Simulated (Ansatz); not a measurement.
# MgZn2O3: the cost of one run

Program: Ansatz 0.2.0. Level of theory: DFT PBE, scalar-relativistic, plane waves, PAW. These are calculated values, not measurements.

### 1 The starting structure

It takes space group P4mm (No. 99, tetragonal). Conventional cell: a = 4.462 Å, b = 4.462 Å, c = 4.455 Å, α = 90.00°, β = 90.00°, γ = 90.00°. Mg (site symmetry 4mm) has 1 O at 1.94 Å in its first shell of neighbours. Around Zn (site symmetry 2mm) lie 1 O at 1.80 Å. Around O (site symmetry 2mm) lie 1 Zn at 1.80 Å. O (site symmetry 4mm) is surrounded by 1 Mg at 1.94 Å.

Structure file:

```cif
data_structure
_symmetry_space_group_name_H-M 'P 1'
_symmetry_Int_Tables_number 1
_cell_length_a 4.4620
_cell_length_b 4.4620
_cell_length_c 4.4547
_cell_angle_alpha 90.000
_cell_angle_beta 90.000
_cell_angle_gamma 90.000
_cell_volume 88.69
loop_
_atom_site_label
_atom_site_type_symbol
_atom_site_fract_x
_atom_site_fract_y
_atom_site_fract_z
_atom_site_occupancy
Mg1 Mg 0.00000 0.00000 0.96563 1
Zn1 Zn 0.50000 0.00000 0.03104 1
Zn2 Zn 0.00000 0.50000 0.03104 1
O1 O 0.50000 0.00000 0.43613 1
O2 O 0.00000 0.50000 0.43613 1
O3 O 0.00000 0.00000 0.40144 1
```

Recipe of the guess: random cell by space group and Wyckoff sites (P4mm, No. 99). Lengths come from tabulated atomic sizes and are only a guess.

### 2 The guess as it stands, on a coarse mesh

Input file input.yaml:

```yaml
crystal:
  lattice:
    - [4.46195914, 0.0, 0.0]
    - [0.0, 4.46195914, 0.0]
    - [0.0, 0.0, 4.45468298]
  atoms:
    - { symbol: Mg, position: [0.0, 0.0, 0.96563372] }
    - { symbol: Zn, position: [0.5, 0.0, 0.03104288] }
    - { symbol: Zn, position: [0.0, 0.5, 0.03104288] }
    - { symbol: O, position: [0.5, 0.0, 0.43613022] }
    - { symbol: O, position: [0.0, 0.5, 0.43613022] }
    - { symbol: O, position: [0.0, 0.0, 0.40144321] }
basis:
  ecutwfc: 420
kpoints:
  mp_grid: { grid: [4, 4, 4] }
hamiltonian:
  xc: pbe
scf:
  occupations: { method: gaussian, width: 0.1 }
  lower_state_search: "off"
output:
  forces: true
  stress: true
  eigenvalues: true
```

Command:

```
> ansatz run input.yaml --threads 1 --pin off --max-ram 2560MiB --backend cpu --events-out ev --progress --plain --runs-dir out
```

**Question.** How long does this run take on 1 thread of AMD EPYC 7R43 (Zen 3), shared host, and how much memory does it need?

About 6 s, with a peak of 0.38 GiB.
